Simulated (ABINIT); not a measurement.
TaN:

```xyz
2
Lattice="2.9380 0.0000 0.0000 -1.4690 2.5444 0.0000 0.0000 0.0000 2.8830" Properties=species:S:1:pos:R:3 pbc="T T T"
Ta    0.0000    0.0000    1.4415
N     1.4690    0.8481    0.0000
```

Base run:

- Program: ABINIT 10.8.3 (patched build)
- Functional: PBEsol
- Potentials or basis: PseudoDojo NC SR PBEsol v0.4.1 standard
- Cutoff: 980 eV
- k mesh: 8 × 8 × 7
- Occupations: fermi-dirac, width 0.05 eV
- Spin: no spin polarisation

Its results: band gap on the k mesh none (metal or under the smearing width); pressure -5.5 GPa.

The run is repeated on the same cell with these changes: functional from PBEsol to LDA; potentials or basis from PseudoDojo NC SR PBEsol v0.4.1 standard to PseudoDojo NC SR LDA v0.4.1 standard; cutoff from 980 eV to 952 eV. What comes out?

Band gap on the k mesh none (metal or under the smearing width); pressure -14.6 GPa.

Caveats: the cutoff is short for stress, so the pressure is rough (some runs).
